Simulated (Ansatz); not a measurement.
TiO2:

```xyz
6
Lattice="4.5998 0.0000 0.0000 0.0000 4.5998 0.0000 0.0000 0.0000 2.9592" Properties=species:S:1:pos:R:3 pbc="T T T"
Ti    0.0000    0.0000    1.4796
Ti    2.2999    2.2999    0.0000
O     1.3998    1.3998    1.4796
O     0.9001    3.6997    0.0000
O     3.6997    0.9001    0.0000
O     3.2000    3.2000    1.4796
```

The cell is a database's computed one.

- Program: Ansatz 0.2.0
- Task: relaxation of cell and atoms
- Functional: BLYP
- Potentials or basis: Ansatz PAW
- Cutoff: 420 eV (not typed: the program's choice for these potentials)
- k mesh: 6 × 6 × 9
- Occupations: fermi-dirac, width 0.05 eV
- Spin: no spin polarisation

At the start: volume 10.44 Å³/atom.

Problem. Where does the relaxation end?

Solution. It ends after 8 steps and the volume is 10.92 Å³/atom (+4.6 %); space group P4_2/mnm (No. 136, to 0.05 Å).

Step by step:
```
step  energy change (eV)  largest force (eV/Å)  volume (Å³)
   1              0.0000                0.0672        62.61
   2             -0.0621                0.0617        64.52
   3             -0.0647                0.0444        65.23
   4             -0.0648                0.0102        65.32
   5             -0.0648                0.0028        65.33
   6             -0.0836                0.0030        65.33
   7             -0.0830                0.0001        65.50
   8             -0.0840                0.0002        65.50
```

Final structure:
```xyz
6
Lattice="4.6842 0.0000 0.0000 0.0000 4.6842 0.0000 0.0000 0.0000 2.9850" Properties=species:S:1:pos:R:3 pbc="T T T"
Ti    0.0000    0.0000    1.4925
Ti    2.3421    2.3421    0.0000
O     1.4312    1.4312    1.4925
O     0.9109    3.7733    0.0000
O     3.7733    0.9109    0.0000
O     3.2530    3.2530    1.4925
```

Caveat: the plane-wave basis is chosen anew once the cell has moved, so the energies of steps on either side of that aren't comparable; the pressure holds a Pulay correction of +0.9 GPa for the finite cutoff; the PAW data sets come from PBE, with cores solved anew for the run's functional, which leaves a small shift of forces and pressure.
